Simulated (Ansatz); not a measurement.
**ZnO (zincite) under changes of volume**

One of the cells (11.900 Å³/atom); the others are scaled copies at fixed shape and fractional positions:

```
Zn O
1.0
     3.24931    0.00000    0.00000
    -1.62465    2.81398    0.00000
     0.00000    0.00000    5.20571
Zn O
2 2
Direct
  0.66667 0.33333 0.00000
  0.33333 0.66667 0.50000
  0.33333 0.66667 0.87901
  0.66667 0.33333 0.37901
```

* Program: Ansatz 0.2.0
* Functional: PBE
* Dispersion: D3(BJ)
* Potentials or basis: Ansatz PAW
* Cutoff: 420 eV (not typed: the program's choice for these potentials)
* k mesh: 9 × 9 × 5
* Occupations: fermi-dirac, width 0.05 eV
* Spin: no spin polarisation

```csv
volume (Å³/atom),energy over the lowest point (meV/atom),pressure (GPa),gap on the mesh (eV),largest force (eV/Å)
11.186,30.29,12.0,0.89,0.092
11.424,15.28,8.3,0.86,0.083
11.662,5.58,4.9,0.83,0.076
11.900,0.64,1.8,0.80,0.068
12.138,0.00,-0.9,0.78,0.061
12.376,3.20,-3.4,0.75,0.055
12.614,?,?,?,?
```

Q: What does the run at 12.614 Å³/atom give?

A: Energy over the lowest point 9.84 meV/atom; pressure -5.6 GPa; gap on the mesh 0.72 eV; largest force 0.048 eV/Å.

Worked out: A Birch-Murnaghan fit of order 3 (a polynomial in V^(-2/3)) to the other rows has its minimum at 12.06 Å³/atom with B0 = V·E''(V) = 136 GPa and B' = 4.4 at fixed shape and positions, which overstates the stiffness. It gives 9.87 meV/atom at 12.614 Å³/atom, against the run's 9.84, and -dE/dV = -5.6 GPa, against -5.6. A straight line through the other rows of the gap, of slope -1.37 eV per unit of ln V (its deformation potential), extrapolates to 0.72 eV, against the run's 0.72.

Energies are extrapolated to zero smearing.

Caveats: odd divisions of the mesh miss points on the zone boundary, where band edges often lie, so the gap on the mesh can be too wide.
